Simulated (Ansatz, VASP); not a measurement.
# Li: VASP beside Ansatz

```
CELL_PARAMETERS angstrom
3.47709 0.00000 0.00000
0.00000 3.47709 0.00000
0.00000 0.00000 23.95419
ATOMIC_POSITIONS crystal
Li 0.50000 0.50000 0.35484
Li 0.00000 0.00000 0.42742
Li 0.50000 0.50000 0.50027
Li 0.00000 0.00000 0.57362
Li 0.50000 0.50000 0.65130
```

Alike in both runs: functional r2SCAN; k mesh 8 × 8 × 1; occupations gaussian, width 0.1 eV; no spin polarisation.

Ansatz relaxed the structure, and its values are those at the end. VASP's run is a single point on that final structure, the one shown.

|  | VASP | Ansatz |
| --- | --- | --- |
| version | VASP 6.6.1 | Ansatz 0.2.0 |
| potentials or method | VASP PAW PBE potentials, release 64 (Li_sv) | scalar-relativistic, plane waves, PAW |
| plane-wave cutoff (eV) | 520 | 500 |
| valence electrons in the cell | 15 | 15 |

Ansatz gave:

```
gap on the k mesh at the Fermi level (eV)  : none
rms of the force components (eV/Å)         : 0.033
work function, face that differs most (eV) : 2.94
```

**Question.** Estimate VASP's values.

**Answer.** gap on the k mesh at the Fermi level (eV): none; rms of the force components (eV/Å): 0.045; work function, face that differs most (eV): 2.93.

A gap of «none» marks a metal or a gap that the smearing closes. With one functional, cell and mesh, what is left measures potentials, basis and numerics. Ansatz warned: «xc_potential_rough_in_thin_density».

Caveats: the PAW data sets were made with another functional, which shifts forces and pressure a little (VASP).
